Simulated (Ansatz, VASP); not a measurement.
# Two plane-wave programs on Hf

The input POSCAR:

```
Hf
1.0
    3.1534960552      0.0000000000      0.0000000000
   -1.5767480276      2.7310076946      0.0000000000
    0.0000000000      0.0000000000      4.9894429718
Hf
2
Direct
    0.6666666667      0.3333333333      0.7500000000
    0.3333333333      0.6666666667      0.2500000000
```

File INCAR.step1:

```
SYSTEM = Hf
  PREC = Accurate
  ENCUT = 520
  ISMEAR = -1
  SIGMA = 0.05
  LREAL = .FALSE.
  LASPH = .TRUE.
  NELM = 60
  NBANDS = 17
  GGA = PE
  ALGO = Normal
  EDIFF = 1E-4
  LWAVE = .TRUE.
  LCHARG = .FALSE.
```

File INCAR.step2:

```
SYSTEM = Hf
  PREC = Accurate
  ENCUT = 520
  EDIFF = 1E-6
  ISMEAR = -1
  SIGMA = 0.05
  LREAL = .FALSE.
  LASPH = .TRUE.
  NELM = 60
  ALGO = Normal
  ISIF = 2
  LWAVE = .FALSE.
  LCHARG = .TRUE.
  METAGGA = R2SCAN
  LMIXTAU = .TRUE.
  LELF = .TRUE.
  LVHAR = .TRUE.
  NBANDS = 17
  ISTART = 1
```

Contents of KPOINTS:

```
regular mesh
0
G
  10 10 5
  0 0 0
```

File input.yaml:

```yaml
crystal:
  lattice:
    - [3.1534960552, 0.0, 0.0]
    - [-1.5767480276, 2.7310076946, 0.0]
    - [0.0, 0.0, 4.9894429718]
  atoms:
    - { symbol: Hf, position: [0.6666666667, 0.3333333333, 0.75] }
    - { symbol: Hf, position: [0.3333333333, 0.6666666667, 0.25] }
hamiltonian:
  xc: r2scan
  pseudopotentials: { kind: paw }
kpoints:
  mp_grid: { grid: [10, 10, 5] }
scf:
  occupations: { method: fermi_dirac, width: 0.05 }
output:
  forces: true
  stress: true
  eigenvalues: true
```

Alike in both runs: task single point; functional r2SCAN; k mesh 10 × 10 × 5; occupations fermi-dirac, width 0.05 eV; no spin polarisation.

|  | VASP | Ansatz |
| --- | --- | --- |
| version | VASP 6.6.1 | Ansatz 0.2.0 |
| potentials or method | VASP PAW PBE potentials, release 64 (Hf_pv) | Ansatz PAW |
| plane-wave cutoff (eV) | 520 | 500 |
| valence electrons in the cell | 20 | 52 |

VASP gave:

```
gap on the k mesh at the Fermi level (eV)       : none
pressure (GPa)                                  : 3.9
largest component of the traceless stress (GPa) : 0.70
```

Q: What did Ansatz give for the same quantities?

A: gap on the k mesh at the Fermi level (eV): none; pressure (GPa): 4.4; largest component of the traceless stress (GPa): 0.56.

A gap of «none» marks a metal or a gap that the smearing closes. The two sets of potentials don't hold the same shells in valence.

Caveats: the PAW data sets were made with another functional, which shifts forces and pressure a little (VASP); the PAW data sets come from PBE, with cores solved anew for the run's functional, which leaves a small shift of forces and pressure (Ansatz). Spin-orbit coupling is left out, which matters for the levels of Hf.
